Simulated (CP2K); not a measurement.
Sn, 2 atoms in the cell. The typed cell holds 2 atoms: a = 4.573 Å, b = 4.573 Å, c = 4.573 Å, α = 60.00°, β = 60.00°, γ = 60.00°. This isn't the form of Sn at room conditions, which is tetragonal (white tin). The cell isn't the ideal one: atoms moved at random, drawn with an rms of 0.05 Å.

```yaml
Program: CP2K 2026.2
Task: single point
Functional: PBEsol
Potentials_or_basis: POTENTIAL_UZH Sn GTH-PBE-q4; TZVP-MOLOPT-PBE-GTH basis
Density_cutoff: 6123 eV
k_mesh: 7 × 7 × 7
Occupations: fermi-dirac, width 0.05 eV
Spin: no spin polarisation
SCF_solver: diagonalisation with k points
Quickstep_method: GPW
EPS_DEFAULT: 1.0E-10
EPS_SCF: 1.0E-6
MAX_SCF: 100
SCF_GUESS: ATOMIC
k_points_reduced_by_the_point_group: yes
Mesh_centred_on_Gamma: yes
CHOLESKY: OFF
EPS_EIGVAL: 1.0E-7
MIXING_METHOD: BROYDEN_MIXING
MIXING_ALPHA: 0.4
NBUFFER: 8
NGRIDS: 4
Basis_sets: Sn TZVP-MOLOPT-PBE-GTH-q4
Potentials: Sn GTH-PBE-q4 of POTENTIAL_UZH
ADDED_MOS: "[10]"
REL_CUTOFF_Ry: 60 Ry
MIXING_BETA_1/bohr: 1.5 1/bohr
CUTOFF_of_the_grids: 450 Ry
```

Potentials or basis: POTENTIAL_UZH Sn GTH-PBE-q4; TZVP-MOLOPT-PBE-GTH basis.

Run with:

```bash
$ OMP_NUM_THREADS=1 cp2k.psmp -i sn_scf.inp -o sn_scf.out
```

Hardware: 1 thread of Arm Neoverse V2, on a shared host.

Problem. How long does it take, and how much memory?

Solution. Wall time 19 s on 1 thread of Arm Neoverse V2 (shared host), peak memory 0.31 GiB. Counts: scf iterations 13, k points 172, basis 34, bands 14, force evaluations 1.
